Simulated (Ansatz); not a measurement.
BN (P6_3/mmc), comparing deformations

Computed with DFT PBE, scalar-relativistic, plane waves, PAW in Ansatz. Cutoff 420 eV, Γ-centred 12×12×4 k-points, Gaussian smearing of 0.05 eV. No spin polarisation. Energies are free energies at this smearing, counted from the undisturbed cell; pressure is positive in compression.

Zero of the scan (relaxed at this level):

```
B N
1.0
     2.51218    0.00000    0.00000
    -1.25609    2.17561    0.00000
     0.00000    0.00000    8.34369
B N
2 2
Direct
  0.33333 0.66667 0.25000
  0.66667 0.33333 0.75000
  0.33333 0.66667 0.75000
  0.66667 0.33333 0.25000
```

The cell holds layers and no dispersion correction was added, so their binding is poorly described.

The cell is strained by ε times a Voigt pattern (xx, yy, zz, yz, xz, xy; engineering shear) with fractional coordinates fixed. τ = (1/V0) dE/dε comes from the stress tensor. Of each scan, only the three points used here are listed.

| pattern | ε | τ (GPa) |
| --- | --- | --- |
| (0, 0, 0, 1, 0, 0) | -0.0075 | -0.0035 |
| (0, 0, 0, 1, 0, 0) | 0.0000 | 0.0000 |
| (0, 0, 0, 1, 0, 0) | 0.0075 | 0.0035 |
| (0, 0, 1, 0, 0, 0) | -0.0100 | -0.0701 |
| (0, 0, 1, 0, 0, 0) | 0.0000 | -0.0444 |
| (0, 0, 1, 0, 0, 0) | 0.0100 | -0.0264 |

Q: Which constants do the scans give, and which deformation costs least for the same size of strain tensor?

A: The slope dτ/dε at zero (parabola through three points) is pᵀCp: (0, 0, 0, 1, 0, 0) gives C44 = 0.5 GPa; (0, 0, 1, 0, 0, 0) gives C33 = 2.2 GPa. The size of the strain tensor, ε:ε, is ε² times 0.5, 1.0. Per unit of it the stiffnesses are 0.9, 2.2 GPa, so (0, 0, 0, 1, 0, 0) is the softest of these: at ε:ε = (1 %)² the quadratic term costs 0.00 meV/atom against 0.01 for the stiffest. These are clamped-ion values. The starting stress shifts them by about its own size.

Cost: 18 runs of about 0.48 core-minutes in all, on Intel Xeon 6975P-C (Granite Rapids) (shared hosts).